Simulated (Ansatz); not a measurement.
The system is MnO2.

```
CELL_PARAMETERS angstrom
2.90416 0.00000 0.00000
0.00000 3.84481 0.00000
0.00000 0.00000 6.16426
ATOMIC_POSITIONS crystal
Mn 0.50000 0.50000 0.34330
Mn 0.00000 0.00000 0.65670
O 0.50000 0.00000 0.83757
O 0.00000 0.50000 0.16243
O 0.50000 0.00000 0.42180
O 0.00000 0.50000 0.57820
```

Measurements of this composition are mostly on another form, of space group No. 136.

Base run:

```yaml
Program: Ansatz 0.2.0
Functional: PBEsol
Potentials_or_basis: Ansatz PAW
Cutoff: "420 eV (not typed: the program's choice for these potentials)"
k_mesh: 9 × 7 × 5
Occupations: fermi-dirac, width 0.05 eV
Spin: collinear spin, ferromagnetic start
Starting_moments: "[4.0, 4.0, 0.0, 0.0, 0.0, 0.0] μB"
```

Its results: band gap on the k mesh none (metal or under the smearing width); pressure -13.4 GPa; net moment 6.00 μB per cell; site moments Mn +2.41; O +0.12, -0.00 μB; largest force 1.179 eV/Å.

Task: The run is repeated on the same cell with these changes: functional from PBEsol to r2SCAN; cutoff from 420 eV (not typed: the program's choice for these potentials) to 500 eV (not typed: the program's choice for these potentials). What comes out?

Result: Band gap on the k mesh none (metal or under the smearing width); pressure -12.6 GPa; net moment 6.00 μB per cell; site moments Mn +2.53; O +0.07, -0.02 μB; largest force 1.057 eV/Å.

Caveats: semilocal functionals often make such compounds metallic where correlation or magnetic order opens a gap, which also shifts bond lengths; only a ferromagnetic start was run, and an antiferromagnetic order may lie lower in energy; the PAW data sets come from PBE, with cores solved anew for the run's functional, which leaves a small shift of forces and pressure; forces of over 1 eV/Å show positions far from the minimum, so gaps and moduli don't describe the material at rest; the magnetic or orbital state may not be the lowest (some runs).
